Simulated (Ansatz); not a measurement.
LiI (rock salt)

```yaml
crystal:
  lattice:
    - [0.00000, 3.00909, 3.00909]
    - [3.00909, 0.00000, 3.00909]
    - [3.00909, 3.00909, 0.00000]
  atoms:
    - { symbol: I, position: [0.00000, 0.00000, 0.00000] }
    - { symbol: Li, position: [0.50000, 0.50000, 0.50000] }
```

The slice is a {111} plane (indices of the conventional cell) through the point (0.000, 0.000, 0.000) (fractional), spanned by u = [100] and v = [-1 2 0] in vectors of this cell: u (4.26 Å) and v (7.37 Å, at 90° to u). It covers one period; positions are fractions (u, v).

The numbers are results of r2SCAN (plane waves to 500 eV, PAW, scalar-relativistic; Ansatz, a quantum-chemistry and plane-wave program), not measurements. k mesh 10×10×10. Near the nuclei the fields are pseudised (PAW); where an atom keeps semicore shells as valence, they peak there. LiI was relaxed with its symmetry unable to fall. Spin-orbit coupling is left out, though I is heavy.

Predict the map of the valence electron density on the slice.


| v \ u | 0.00 | 0.17 | 0.33 | 0.50 | 0.67 | 0.83 |
|---|---|---|---|---|---|---|
| 0.90 | 0.2 | -0.2 | -0.9 | -1.5 | -0.9 | -0.2 |
| 0.80 | -0.7 | -1.0 | -1.4 | -1.5 | -1.4 | -1.0 |
| 0.70 | -1.5 | -1.4 | -1.0 | -0.7 | -1.0 | -1.4 |
| 0.60 | -1.5 | -0.9 | -0.2 | 0.2 | -0.2 | -0.9 |
| 0.50 | -1.3 | -0.7 | 0.3 | 1.3 | 0.3 | -0.7 |
| 0.40 | -1.5 | -0.9 | -0.2 | 0.2 | -0.2 | -0.9 |
| 0.30 | -1.5 | -1.4 | -1.0 | -0.7 | -1.0 | -1.4 |
| 0.20 | -0.7 | -1.0 | -1.4 | -1.5 | -1.4 | -1.0 |
| 0.10 | 0.2 | -0.2 | -0.9 | -1.5 | -0.9 | -0.2 |
| 0.00 | 1.3 | 0.3 | -0.7 | -1.3 | -0.7 | 0.3 |

Values: log₁₀ of the valence density in e/Å³. The scale is logarithmic, as a density can span decades between atoms and voids.
